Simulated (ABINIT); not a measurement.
Crystal: BaTiO3 (Barioperovskite).

```
Ba Ti O
1.0
     3.98550    0.00000    0.00000
     0.00000    2.83690    2.84515
     0.00000   -2.83690    2.84515
Ba Ti O
1 1 3
Direct
  0.00000 0.00000 0.00000
  0.50000 0.51240 0.51240
  0.50000 0.99184 0.50524
  0.50000 0.50524 0.99184
  0.00000 0.48740 0.48740
```

* Program: ABINIT 10.8.3 (patched build)
* Task: single point
* Functional: PBE
* Potentials or basis: JTH PAW PBE v2.0
* Cutoff: 626 eV
* k mesh: 7 × 7 × 7
* Occupations: fermi-dirac, width 0.05 eV
* Spin: no spin polarisation

On this cell: pressure 3.5 GPa; largest force 0.265 eV/Å; band gap on the k mesh 1.94 eV, indirect (least direct gap 2.07 eV).

The same run follows on a disturbed copy (atoms moved at random, drawn with an rms of 0.05 Å):

```
Ba Ti O
1.0
     3.98550    0.00000    0.00000
     0.00000    2.83690    2.84515
     0.00000   -2.83690    2.84515
Ba Ti O
1 1 3
Direct
  0.00052 0.99985 0.00607
  0.50393 0.51327 0.51997
  0.50040 0.97716 0.50313
  0.51683 0.50211 0.00965
  0.00525 0.48972 0.50255
```

What does the disturbed cell give?

The energy moves by +2.9 meV/atom; pressure 4.1 GPa; largest force 0.643 eV/Å; band gap on the k mesh 1.96 eV, indirect (least direct gap 2.14 eV).

Forces on the atoms (eV/Å):
```
Ba   0.128 -0.095  0.176
Ti  -0.042  0.175  0.051
O    0.059  0.088  0.323
O   -0.273  0.064 -0.579
O    0.127 -0.231  0.029
```

Stress tensor (GPa, compression positive):
```
 4.06  0.04 -0.03
 0.04  4.29  1.22
-0.03  1.22  4.08
```

Caveats: this set's barium file shifts pressures by 1.5 GPa and gaps by 0.1 eV against other sets; spin-orbit coupling is left out, which moves the levels of the heavy elements; an odd mesh through Γ misses points on the zone boundary, where band edges often lie; the atomic spheres overlap.
